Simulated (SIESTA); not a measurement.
Runs of SIESTA 5.4.2 on Cl. The structure is orthorhombic, space group Cmce (No. 64). Conventional cell: a = 6.290 Å, b = 4.500 Å, c = 8.210 Å, α = 90.00°, β = 90.00°, γ = 90.00°. Cl (site symmetry m) has 1 Cl at 2.02 Å as nearest neighbours. 

```tsv
task	level	potentials or basis	cell	gap on the mesh (eV)	pressure (GPa)	largest force (eV/Å)
band structure	PBE	PseudoDojo 0.4 standard (PBE files), DZP (energy shift 0.003 Ry)	as given	(a)	0.7	0.69
band structure	PBEsol	PseudoDojo 0.4 standard (PBEsol files), DZP (energy shift 0.003 Ry)	as given	2.40	-0.8	0.52
single point	PBEsol	PseudoDojo 0.4 standard (PBEsol files), DZP (energy shift 0.003 Ry)	as given	2.40	-0.8	0.52
single point	PBEsol	PseudoDojo 0.4 standard (PBEsol files), DZP (energy shift 0.003 Ry)	atoms moved at random, drawn with an rms of 0.05 Å	2.54	0.2	1.27
```

Alike in all rows: no spin polarisation; k mesh 7 × 7 × 4; smearing fermi-dirac 0.05 eV; grid cutoff 800 Ry; energy shift 0.003 Ry.

Problem. Estimate the missing entries.

Solution. (a) 2.47.

Caveats: the basis of atomic orbitals isn't converged, which shifts pressures, moduli and gaps; an odd mesh through Γ misses points on the zone boundary, where band edges often lie (some runs).
